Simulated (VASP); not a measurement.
# BAs (F-43m) in VASP: notebook, part 3 of 3

VASP 6.6.1. Earlier steps stand in the parts before.

## Step 6: G0W0 quasiparticle levels, PBE

Input file POSCAR:

```
BAs
1.0
    0.0000000000      2.3885000000      2.3885000000
    2.3885000000      0.0000000000      2.3885000000
    2.3885000000      2.3885000000      0.0000000000
As B
1 1
Direct
    0.7500000000      0.7500000000      0.7500000000
    0.0000000000      0.0000000000      0.0000000000
```

Input file INCAR.step1:

```
SYSTEM = BAs
PREC = Accurate
ENCUT = 450
EDIFF = 1E-8
ISMEAR = 0
SIGMA = 0.01
LREAL = .False.
LASPH = .True.
NELM = 100
ALGO = Normal
LWAVE = .True.
LCHARG = .False.
GGA = PE
```

Input file INCAR.step2:

```
SYSTEM = BAs
PREC = Accurate
ENCUT = 450
EDIFF = 1E-8
ISMEAR = 0
SIGMA = 0.01
LREAL = .False.
LASPH = .True.
NELM = 1
ALGO = Exact
LWAVE = .True.
LCHARG = .False.
GGA = PE
NBANDS = 36
LOPTICS = .True.
ISTART = 1
```

Input file INCAR.step3:

```
SYSTEM = BAs
PREC = Accurate
ENCUT = 450
EDIFF = 1E-8
ISMEAR = 0
SIGMA = 0.01
LREAL = .False.
LASPH = .True.
ALGO = EVGW0
LWAVE = .False.
LCHARG = .False.
GGA = PE
NELMGW = 1
NBANDS = 36
ENCUTGW = 150
NOMEGA = 36
PRECFOCK = Fast
ISTART = 1
NBANDSGW = 12
```

Input file KPOINTS:

```
Automatic mesh
0
Gamma
  3 3 3
  0 0 0
```

Potentials or basis: VASP PAW PBE potentials, release 64 (As_GW, B_GW).

Launch:

```sh
cat potpaw_PBE.64/As_GW/POTCAR potpaw_PBE.64/B_GW/POTCAR > POTCAR
cp INCAR.step1 INCAR
mpirun -np 1 vasp_std > vasp.out
cp INCAR.step2 INCAR
mpirun -np 1 vasp_std > vasp.out
cp INCAR.step3 INCAR
mpirun -np 1 vasp_std > vasp.out
```

OUTCAR:

```text
SYSTEM = BAs
   PREC = Accurate
   ENCUT = 450
   EDIFF = 1E-8
   ISMEAR = 0
   LREAL = .False.
   LASPH = .True.
   GGA = PE
   NELMGW = 1
   ENCUTGW = 150
   PRECFOCK = Fast
   ISTART = 1

 Found      4 irreducible k-points:

 Following reciprocal coordinates:
            Coordinates               Weight
  0.000000  0.000000  0.000000      1.000000
  0.333333  0.000000  0.000000      8.000000
  0.333333  0.333333  0.000000      6.000000
 -0.333333  0.333333  0.000000     12.000000
   k-points           NKPTS =      4   k-points in BZ     NKDIM =     27   number of bands    NBANDS=     36
   number of dos      NEDOS =    301   number of ions     NIONS =      2
   total plane-waves  NPLWV =  13824
   dimension x,y,z NGX =    24 NGY =   24 NGZ =   24
   dimension x,y,z NGXF=    48 NGYF=   48 NGZF=   48
   ions per type =               1   1
   NGX,Y,Z   is equivalent  to a cutoff of  11.81, 11.81, 11.81 a.u.
   NGXF,Y,Z  is equivalent  to a cutoff of  23.62, 23.62, 23.62 a.u.
 SYSTEM =  BAs
   PREC   = accura    normal or accurate (medium, high low for compatibility)
   ISTART =      1    job   : 0-new  1-cont  2-samecut
   ICHARG =      0    charge: 1-file 2-atom 10-const
   ISPIN  =      1    spin polarized calculation?
   LNONCOLLINEAR =      F non collinear calculations
   LSORBIT =      F    spin-orbit coupling
   LASPH  =      T    aspherical Exc in radial PAW
   ENCUT  =  450.0 eV  33.07 Ry    5.75 a.u.   5.84  5.84  5.84*2*pi/ulx,y,z
   NELM   =     60;   NELMIN=  2; NELMDL=  0     # of ELM steps
   EDIFF  = 0.1E-07   stopping-criterion for ELM
   LREAL  =      F    real-space projection
   EDIFFG = 0.1E-06   stopping-criterion for IOM
   NSW    =      0    number of steps for IOM
   IBRION =     -1    ionic relax: 0-MD 1-quasi-New 2-CG
   NFREE  =      0    steps in history (QN), initial steepest desc. (CG)
   ISIF   =      0    stress and relaxation
   ISYM   =      3    0-nonsym 1-usesym 2-fastsym
   POTIM  = 0.5000    time-step for ionic-motion
   TEBEG  =    0.0;   TEEND  =   0.0 temperature during run
   PSTRESS=    0.0 pullay stress
   NELECT =       8.0000    total number of electrons
   NUPDOWN=      -1.0000    fix difference up-down
   EMIN   =  10.00;   EMAX   =-10.00  energy-range for DOS
   EFERMI =   0.00;   METHOD = LEGACY
   ISMEAR =     0;   SIGMA  =   0.01  broadening in eV -4-tet -1-fermi 0-gaus
   EFERMI_NEDOS =   21; number of points for ismear=-14 and -15
   IALGO  =     38    algorithm
   IMIX   =      4    mixing-type and parameters
     AMIX     =   0.40;   BMIX     =  1.00
     AMIX_MAG =   1.60;   BMIX_MAG =  1.00
  volume/ion in A,a.u.               =      13.63        91.95
  Fermi-wavevector in a.u.,A,eV,Ry     =   1.088018  2.056057 16.106360  1.183784
  Thomas-Fermi vector in A             =   2.224191
   LORBIT       =      0    0 simple, 1 ext, 2 COOP (PROOUT), +10 PAW based schemes
   GGA     = PE    functional components
   LHFCALC =     T    Hartree Fock is set to
   PRECFOCK=fast      Normal, Fast or Accurate (Low or Medium for compatibility)
   ENCUT4O =  -1.0   cutoff for four orbital integrals eV
   NKREDX  =     1    reduce k-point grid by
   NKREDY  =     1    reduce k-point grid by
   NKREDZ  =     1    reduce k-point grid by
   AEXX    =    1.0000 exact exchange contribution
   HFSCREEN=    0.0000 screening length (either q_TF or 0.3 A-1)
   HFSCREENC=   0.0000 screening length for correlation (either q_TF or 0.3 A-1)
   ENCUTFOCK=  -1.0 apply spherical cutoff to Coloumb kernel
   IVDW    =     0    specifies the selected vdW correction
   LEPSILON=     F    determine dielectric tensor
   LRPA    =     F    only Hartree local field effects (RPA)
   LRPAFORCE           =     F    calculate RPA forces
   ENCUTGW             = 150.0    cutoff for response function in eV
   ENCUTGWSOFT         = 120.0    soft cutoff for Coulomb kernel in GW response function in eV
   ENCUTLF             =  -1.0    cutoff for local field effects
   NELMGW              =     1    number of iterations in solving QP/BSE equation
   NELMHF              =     1    number of iterations in the inner HF iteration
   NKREDLFX            =     1    NKREDLFY  =   1   NKREDLFZ  =   1
 non-spin polarized calculation
 Gauss-broadening in eV      SIGMA  =   0.01
  energy-cutoff  :      450.00
  volume of cell :       27.25
 maximum number of plane-waves:       609
  NGX = 14; NGY = 14; NGZ = 14
   NGX = 11   NGY = 11   NGZ = 11
 maximum number of plane-waves:       117

 QP shifts <psi_nk| G(iteration)W_0 |psi_nk>: iteration 1
 for sc-GW calculations column KS-energies equals QP-energies in previous step
 and V_xc(KS)=  KS-energies - (<T + V_ion + V_H > + <T+V_H+V_ion>^1  + <V_x>^1)

 k-point   1 :       0.0000    0.0000    0.0000
  band No.  KS-energies  QP-energies   sigma(KS)   V_xc(KS)     V^pw_x(r,r')   Z            occupation Imag(sigma)

      1      -9.1660      -9.8184     -12.5249     -11.6436     -19.5361       0.7402       2.0000       1.3839
      2       6.2712       6.0993     -12.8329     -12.6127     -14.7586       0.7807       2.0000       0.1101
      3       6.2712       6.0993     -12.8329     -12.6127     -14.7586       0.7807       2.0000       0.1101
      4       6.2712       6.0993     -12.8329     -12.6127     -14.7586       0.7807       2.0000       0.1101
      5       9.5022      10.1060     -10.5964     -11.3720      -6.3473       0.7785       0.0000      -0.1285
      6       9.5022      10.1060     -10.5964     -11.3720      -6.3473       0.7785       0.0000      -0.1285
      7       9.5022      10.1060     -10.5964     -11.3720      -6.3473       0.7785       0.0000      -0.1285
      8      10.9398      11.8408     -11.4136     -12.6009      -6.1731       0.7589       0.0000      -0.2028
      9      15.8266      15.9961      -8.5937      -8.8101      -2.9261       0.7833       0.0000      -0.3605
     10      19.1544      19.5580      -9.8835     -10.4036      -4.3233       0.7760       0.0000      -0.3610
     11      19.1544      19.5580      -9.8835     -10.4036      -4.3233       0.7760       0.0000      -0.3610
     12      20.5662      20.7932      -8.6730      -8.9570      -2.4337       0.7993       0.0000      -0.7357
[... 36 lines left out ...]
      1      -5.3389      -5.7791     -12.8439     -12.2478     -18.4720       0.7385       2.0000       0.7899
      2      -1.6114      -2.1814     -12.7305     -11.9690     -17.1029       0.7485       2.0000       0.4661
      3       0.1557      -0.3398     -11.6492     -11.0017     -14.8096       0.7652       2.0000       0.2596
      4       3.1964       2.8773     -12.4271     -12.0124     -15.0695       0.7693       2.0000       0.1625
      5       8.7106       9.0518      -9.8337     -10.2680      -5.4294       0.7855       0.0000      -0.1237
      6      13.5084      14.2907     -10.6650     -11.6901      -5.1125       0.7631       0.0000      -0.2983
      7      14.3617      15.1400     -10.6978     -11.7080      -5.1334       0.7704       0.0000      -0.3481
      8      15.6007      16.2710     -10.8180     -11.7060      -4.9689       0.7549       0.0000      -0.3931
      9      15.7170      16.1408      -9.8353     -10.3779      -4.5681       0.7811       0.0000      -0.3108
     10      18.3558      18.6987      -9.5496      -9.9829      -4.0989       0.7914       0.0000      -0.3960
     11      23.1158      23.8654     -10.3068     -11.3129      -3.3076       0.7451       0.0000      -0.9125
     12      24.7319      25.0870      -8.8426      -9.3001      -2.4061       0.7762       0.0000      -0.8630
```

OUTCAR.step1:

```text
SYSTEM = BAs
   PREC = Accurate
   ENCUT = 450
   EDIFF = 1E-8
   ISMEAR = 0
   LREAL = .False.
   LASPH = .True.
[... 150 lines left out ...]
      3.58275      3.58275      3.58275         0.000000      0.000000      0.000000
      0.00000      0.00000      0.00000        -0.000000     -0.000000     -0.000000
 -----------------------------------------------------------------------------------
    total drift:                               -0.000000     -0.000000     -0.000000

  FREE ENERGIE OF THE ION-ELECTRON SYSTEM (eV)
  ---------------------------------------------------
  free  energy   TOTEN  =       -10.7745355604 eV

  energy  without entropy=      -10.7745355604  energy(sigma->0) =      -10.77453556
```

Run time: 12 s. Hardware: 1 thread of Intel Xeon Platinum 8259CL at 2.50GHz (Skylake/Cascade Lake), shared host; peak memory 0.17 GiB.

The run converged, but some of its settings lie outside the range that counts as converged, so its numbers aren't taken as properties of the crystal.

What came out:

- Band gap on the k mesh, mean-field level: 1.24 eV, indirect (least direct gap 3.23 eV)
- Quasiparticle gap: 1.72 eV
- Least direct quasiparticle gap: 4.01 eV

Caveat: the k mesh is coarse (spacing up to 0.76 Å⁻¹), so the values aren't converged; bands, screening cutoff and mesh are small and nothing is extrapolated, so the quasiparticle values aren't converged; an odd mesh through Γ misses points on the zone boundary, where band edges often lie.

## Step 7: The reference run

An earlier run on the cell as given: functional PBE; potentials or basis VASP PAW PBE potentials, release 64 (As, B); cutoff 520 eV; k mesh 10 × 10 × 10; occupations fermi-dirac, width 0.05 eV; no spin polarisation.

* Pressure: 3.4 GPa
* Band gap on the k mesh: 1.18 eV, indirect (least direct gap 3.28 eV)
